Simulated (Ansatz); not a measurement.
Hf$_{2}$N: how the energy converges with the cutoff

Hf$_{2}$N, P1, a = 5.370 Å, b = 5.341 Å, c = 3.280 Å, α, β, γ = 90.5°, 90.2°, 88.6°. Ansatz: PBEsol, PAW, cutoff varied, Γ-centred 6×6×8 mesh on 6 atoms, Gaussian smearing 0.10 eV; no spin polarisation. Single points at one geometry with displaced atoms, the cutoff alone changed; ΔE is the energy at zero smearing over the run at 600 eV. The runs up to 350 eV lie under the cutoff recommended for these PAW datasets.

| cutoff (eV) | ΔE (meV/atom) |
| --- | --- |
| 200 | 4841.19 |
| 250 | 972.63 |
| 300 | 153.02 |
| 350 | 27.60 |
| 420 | ? |

Problem. Assume ΔE falls exponentially with the cutoff, fit y = ln ΔE against x, the cutoff in eV, to the other rows, and predict the missing value.

Solution. y = 8.485, 6.880, 5.031, 3.318. Means x = 275.0, y = 5.9285; Σ(Δx)² = 12500, ΣΔxΔy = -433.7; the slope is their ratio. y = 15.47 − 0.03470 x, a factor of ten per 66 eV. At 420 eV this gives ΔE = 2.45 meV/atom. The run gave 2.66, a ratio of 0.92. The decay is steady over these rows.

8 further runs of this set didn't finish or converge.

Cost: 6 runs of about 11 core-minutes in all, on Arm Neoverse V1 (shared hosts).